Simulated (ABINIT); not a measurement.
# AgCl (Fm-3m): one start, several treatments of the self-energy, part 2 of 2

Aim: compare treatments of exchange, screening and correlation for the gap of AgCl (Fm-3m).

ABINIT 10.8.3; PBE and many-body steps on it, plane waves. Known limits of the many-body steps: not at the basis limit; d shell near the gap, gap tends to lie low; no spin-orbit coupling; coarse k mesh.

So far. Step 5 (G0W0, Hybertsen-Louie plasmon pole): Against G0W0 in ABINIT (6×6×6 mesh, 169 bands, screening to 212.2 eV, Godby-Needs plasmon pole), the gap moves by −0.027 eV. Step 6 (G0W0, von der Linden-Horsch plasmon pole): Against G0W0 in ABINIT (6×6×6 mesh, 169 bands, screening to 212.2 eV, Godby-Needs plasmon pole), the gap moves by −0.163 eV.

## Step 7: One-shot COHSEX

This step: one-shot COHSEX on PBE, plane waves, norm-conserving pseudopotentials.

Input file run.abi:

```
acell 3*1.0 Angstrom
rprim 
  0.000000000000 2.772662996800 2.772662996800
  2.772662996800 0.000000000000 2.772662996800
  2.772662996800 2.772662996800 0.000000000000
ntypat 2
znucl 47 17
natom 2
typat 1 2
xred 
  0.000000000000 0.000000000000 0.000000000000
  0.500000000000 0.500000000000 0.500000000000
pp_dirpath "pseudos"
pseudos "Ag.upf, Cl.upf"
ecut 37
ngkpt 6 6 6
nshiftk 1
shiftk 0 0 0
kptopt 1
chksymbreak 0
istwfk *1
occopt 1
irdwfk 1
optdriver 4
nband 169
gwcalctyp 7
ecutsigx 37
symsigma 1
nkptgw 2
kptgw 
  0.5000000000 0.0000000000 0.0000000000
  0.0000000000 0.0000000000 0.0000000000
bdgw 
  12 15
  11 17
ecuteps 7.8
irdscr 1
indata_prefix "in"
outdata_prefix "out"
tmpdata_prefix "tmp"
```

Run with:

```bash
OMP_NUM_THREADS=1 mpirun -n 8 abinit run.abi > log
```

The program printed:

```text
.Version 10.8.3 of ABINIT. v10.8.2 released Aug 2026.

 Symmetries : space group Fm -3 m (#225); Bravais cF (face-center cubic)
[... echo of the input left out ...]
== DATASET  1 ==================================================================
-   mpi_nproc: 8, omp_nthreads: 1 (-1 if OMP is not activated)

--- !DatasetInfo
iteration_state: {dtset: 1, }
dimensions: {natom: 2, nkpt: 16, mband: 169, nsppol: 1, nspinor: 1, nspden: 1, mpw: 3119, }
cutoff_energies: {ecut:  37.0, pawecutdg:  -1.0, }
[...]
Band     E0 <VxcDFT>   SigX SigC(E0)      Z dSigC/dE  Sig(E)    E-E0       E
[...]
16  15.379 -12.293  -6.949  -6.266   1.000   0.000 -13.214  -0.922  14.457
       17  15.379 -12.293  -6.949  -6.266   1.000   0.000 -13.214  -0.922  14.457

== END DATASET(S) ==============================================================
================================================================================

 -outvars: echo values of variables after computation  --------
           etotal      0.0000000000E+00
            nband         169
             nkpt          16
          spgroup         225
 [... the other variables as echoed above ...]

 Calculation completed.
```

It took 3.4 s on 8 MPI ranks of Arm Neoverse V2, shared host; peak memory 1.3 GiB; 26 s of CPU time.

This step gave:

- quasiparticle gap on the points computed: 3.145 eV
- starting gap on the mesh: 0.9128 eV
- k of the valence top: 0.5, 0, 0
- k of the conduction bottom: 0, 0, 0
- least direct quasiparticle gap on the computed points: 5.763 eV

Against G0W0 in ABINIT (6×6×6 mesh, 169 bands, screening to 212.2 eV, Godby-Needs plasmon pole), the gap moves by +0.967 eV.

## Step 8: One-shot Hartree-Fock

This step: one-shot Hartree-Fock on PBE, plane waves, norm-conserving pseudopotentials.

Changes to run.abi since step 7:

```diff
@@ -24,4 +24,4 @@
 optdriver 4
-nband 169
-gwcalctyp 7
+nband 17
+gwcalctyp 5
 ecutsigx 37
@@ -35,4 +35,4 @@
   11 17
-ecuteps 7.8
-irdscr 1
+ixc_sigma 40
+fftgw 31
 indata_prefix "in"
```

The program printed:

```text
.Version 10.8.3 of ABINIT. v10.8.2 released Aug 2026.

 Symmetries : space group Fm -3 m (#225); Bravais cF (face-center cubic)
[... echo of the input left out ...]
== DATASET  1 ==================================================================
-   mpi_nproc: 8, omp_nthreads: 1 (-1 if OMP is not activated)

--- !DatasetInfo
iteration_state: {dtset: 1, }
dimensions: {natom: 2, nkpt: 16, mband: 17, nsppol: 1, nspinor: 1, nspden: 1, mpw: 3119, }
cutoff_energies: {ecut:  37.0, pawecutdg:  -1.0, }
[...]
Band     E0 <VxcDFT>   SigX SigC(E0)      Z dSigC/dE  Sig(E)    E-E0       E
[...]
16  15.379 -12.293  -6.949   0.000   1.000   0.000  -6.949   5.344  20.723
       17  15.379 -12.293  -6.949   0.000   1.000   0.000  -6.949   5.344  20.723

== END DATASET(S) ==============================================================
================================================================================

 -outvars: echo values of variables after computation  --------
           etotal      0.0000000000E+00
            nband          17
             nkpt          16
          spgroup         225
 [... the other variables as echoed above ...]

 Calculation completed.
```

Run time: 3 s. Hardware: 8 MPI ranks; peak memory 0.25 GiB; 23 s of CPU time.

This step gave:

```yaml
quasiparticle_gap_on_the_points_computed: 9.988 eV
starting_gap_on_the_mesh: 0.9128 eV
k_of_the_valence_top: 0.5, 0, 0
k_of_the_conduction_bottom: 0, 0, 0
least_direct_quasiparticle_gap_on_the_computed_points: 11.60 eV
```

Against G0W0 in ABINIT (6×6×6 mesh, 169 bands, screening to 212.2 eV, Godby-Needs plasmon pole), the gap moves by +7.810 eV.

## Step 9: Side by side

Times are wall times on 8 MPI ranks of Arm Neoverse V2, shared host, good to a factor of about two. A run's time includes the screening step that it read.

| run | mesh | bands | screening cutoff (eV) | DFT gap (eV) | gap on the mesh (eV) | direct (eV) | ε∞ used | time |
| --- | --- | --- | --- | --- | --- | --- | --- | --- |
| G0W0, Godby-Needs plasmon pole | 6×6×6 | 169 | 212.2 | 0.913 | 2.178 | 4.747 | 4.94 | 3.2 min |
| G0W0, Hybertsen-Louie plasmon pole | 6×6×6 | 169 | 212.2 | 0.913 | 2.151 | 4.956 | 4.94 | 3.2 min |
| G0W0, von der Linden-Horsch plasmon pole | 6×6×6 | 169 | 212.2 | 0.913 | 2.015 | 4.852 | 4.94 | 3 min |
| one-shot COHSEX | 6×6×6 | 169 | 212.2 | 0.913 | 3.145 | 5.763 | 4.94 | 2.9 min |
| one-shot Hartree-Fock | 6×6×6 | - | - | 0.913 | 9.988 | 11.596 | - | 3 s |

## Step 10: Results

```json
{
 "G0W0, Godby-Needs plasmon pole": "2.178 eV",
 "G0W0, Hybertsen-Louie plasmon pole": "2.151 eV",
 "G0W0, von der Linden-Horsch plasmon pole": "2.015 eV",
 "one-shot COHSEX": "3.145 eV",
 "one-shot Hartree-Fock": "9.988 eV",
 "known limits": "not at the basis limit; d shell near the gap, gap tends to lie low; no spin-orbit coupling; coarse k mesh"
}
```

**Reading.** G0W0, Hybertsen-Louie plasmon pole: −0.027 eV against G0W0, Godby-Needs plasmon pole. G0W0, von der Linden-Horsch plasmon pole: −0.163 eV against G0W0, Godby-Needs plasmon pole. One-shot COHSEX: +0.967 eV against G0W0, Godby-Needs plasmon pole. One-shot Hartree-Fock: +7.810 eV against G0W0, Godby-Needs plasmon pole. Bare exchange alone opens the gap to 9.99 eV; against G0W0, correlation takes back 7.81 eV. Static COHSEX lies above G0W0: it lacks the factor Z and overstates the Coulomb hole of the filled states. Bands and cutoff are finite, so the gap is not at the basis limit. The miss can reach some tenths of an eV and take either sign; the mesh is an error of its own. In the G0W0 runs levels were corrected at 2 k points alone, so a gap called «on the mesh» is the least over those, and an edge elsewhere would be missed. The 6×6×6 mesh is coarse for this cell, which bears on the long-range parts of exchange and screening. A d shell, filled or nearly so, lies near the gap. One-shot GW converges very slowly in bands there, not always from below, and on a semilocal start the gap tends to come out low; starts rich in exact exchange can overshoot instead. The many-body steps are scalar-relativistic: spin-orbit coupling is not in them.

[Paths, hosts, dates, memory and timing lines, banners, echoed tables and standing remarks are left out of the program output.]

[Logs are printed without paths, hosts, clocks, repeated set-up lines and the standing remarks that a program may print on its own settings, such as how far it seeks lower states.]

[Runs of the session that timed out or met a known fault of the program may be left out.]

[Hosts, paths, dates, database ids (printed as entryN), source tags and the programs' standing remarks are cut or masked in the printed files.]

[G0W0 gaps are taken among the corrected bands and points alone; a level outside them can change the order at an edge.]

[Where Ansatz stands beside ABINIT at settings called matched, ABINIT's density can come from a denser mesh and the files from another edition; pairs whose starting gaps differed by over 0.03 eV were left out, so agreement reads better than it is.]
